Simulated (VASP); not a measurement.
Here is a VASP 6.6.1 calculation.

Contents of INCAR:

```
ALGO     = Normal         # electronic algorithm
EDIFF    = 1E-6           # SCF threshold, eV
ENCUT    = 520            # plane-wave cutoff, eV
GGA      = PE             # functional
ISIF     = 2              # what is computed and relaxed
ISMEAR   = 0              # smearing method
LASPH    = True           # aspherical terms in the spheres
LCHARG   = False          # write CHGCAR
LREAL    = False          # projectors in reciprocal space
LWAVE    = False          # write WAVECAR
NBANDS   = 16             # bands
NELM     = 100            # most SCF steps
PREC     = Accurate       # precision mode
SIGMA    = 0.05           # smearing width, eV
```

Contents of KPOINTS:

```
k-points
0
Gamma
  9 9 6
```

File POSCAR:

```
MgO
1.0
    3.3077869865      0.0000000000      0.0000000000
   -1.6538934933      2.8646275606      0.0000000000
    0.0000000000      0.0000000000      4.9828816700
Mg O
2 2
Direct
    0.3333333333      0.6666666667      0.0021597400
    0.6666666667      0.3333333333      0.5021597400
    0.3333333333      0.6666666667      0.4024402600
    0.6666666667      0.3333333333      0.9024402600
```

Potentials or basis: VASP PAW PBE potentials, release 64 (Mg, O).

Command:

```bash
$ cat potpaw_PBE.64/Mg/POTCAR potpaw_PBE.64/O/POTCAR > POTCAR
$ mpirun -np 1 vasp_std > vasp.out
```

Predict the pressure.

2.9 GPa.

Estimate the band gap on the k mesh.

3.46 eV, direct.

Forces on the atoms (eV/Å):
```
Mg   0.000  0.000  0.008
Mg   0.000  0.000  0.008
O    0.000  0.000 -0.008
O    0.000  0.000 -0.008
```

Caveat: an odd mesh through Γ misses points on the zone boundary, where band edges often lie.
